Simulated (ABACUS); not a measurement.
# MgSe under changes of volume

One of the cells (20.246 Å³/atom); the others are scaled copies at fixed shape and fractional positions:

```
Se Mg
1.0
     0.00000    2.72550    2.72550
     2.72550    0.00000    2.72550
     2.72550    2.72550    0.00000
Se Mg
1 1
Direct
  0.50000 0.50000 0.50000
  0.00000 0.00000 0.00000
```

```yaml
Program: ABACUS 3.10.1
Functional: PBE
Potentials_or_basis: PseudoDojo NC SR 0.4.1 PBE standard
Cutoff: 1361 eV
Density_cutoff: 5442 eV
Basis: DZP LCAO (the cutoffs set its grid)
k_mesh: 8 × 8 × 8
Occupations: fermi-dirac, width 0.05 eV
Spin: no spin polarisation
```

| volume (Å³/atom) | energy over the lowest point (meV/atom) | pressure (GPa) | gap on the mesh (eV) |
| --- | --- | --- | --- |
| 19.031 | 48.93 | 8.1 | 1.82 |
| 19.436 | 31.06 | 6.2 | 1.79 |
| 19.841 | 17.57 | 4.5 | 1.76 |
| 20.246 | ? | ? | ? |
| 20.651 | 2.37 | 1.6 | 1.69 |
| 21.056 | 0.00 | 0.3 | 1.66 |
| 21.461 | 0.52 | -0.8 | 1.63 |

Task: What does the run at 20.246 Å³/atom give?

Result: Energy over the lowest point 8.20 meV/atom; pressure 3.0 GPa; gap on the mesh 1.73 eV.

Worked out: A Birch-Murnaghan fit of order 3 (a polynomial in V^(-2/3)) to the other rows has its minimum at 21.18 Å³/atom with B0 = V·E''(V) = 61 GPa and B' = 4.0. It gives 8.16 meV/atom at 20.246 Å³/atom, against the run's 8.20, and -dE/dV = 3.0 GPa, against 3.0. A straight line through the other rows of the gap, of slope -1.6 eV per unit of ln V, gives 1.72 eV, against the run's 1.73.

Energies are extrapolated to zero smearing.

Caveats: the atomic orbitals were generated for these runs and aren't a published set; the basis of atomic orbitals isn't converged, which shifts pressures, moduli and gaps.

A mesh can miss the band edges. Spin-orbit coupling on Se is left out.
